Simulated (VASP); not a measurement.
HfO2: single point with HSE06

The system is HfO2.

```
Hf O
1.0
     0.00000    2.52810    2.52810
     2.52810    0.00000    2.52810
     2.52810    2.52810    0.00000
Hf O
1 2
Direct
  0.00000 0.00000 0.00000
  0.25000 0.25000 0.25000
  0.75000 0.75000 0.75000
```

Measurements of this composition are mostly on another form, of space group No. 14.

* Program: VASP 6.6.1
* Task: single point
* Functional: HSE06
* Potentials or basis: VASP PAW PBE potentials, release 64 (Hf_pv, O)
* Cutoff: 520 eV
* k mesh: 6 × 6 × 6
* Occupations: fermi-dirac, width 0.02 eV
* Spin: no spin polarisation

```yaml
Pressure: -4.9 GPa
Band_gap_on_the_k_mesh: 5.37 eV, direct
```

Levels at points of the mesh, in eV from the valence-band top:
```csv
k point,band 9,band 10,band 11,band 12,band 13,band 14
"(0.00, 0.00, 0.00)",-0.67,-0.67,-0.67,5.49,5.49,7.48
"(0.50, 0.00, 0.00)",-2.97,-2.03,-2.03,6.28,6.28,8.75
"(0.50, 0.50, 0.00)",-1.66,-1.66,0.00,5.37,7.30,8.37
```

It took 20 min on 1 thread of Intel(R) Xeon(R) 6975P-C (Granite Rapids) (shared host), peak memory 0.27 GiB.

Caveat: the PAW data sets were made with another functional, which shifts forces and pressure a little; spin-orbit coupling is left out, which moves the levels of the heavy elements. A k mesh can miss the band edges.
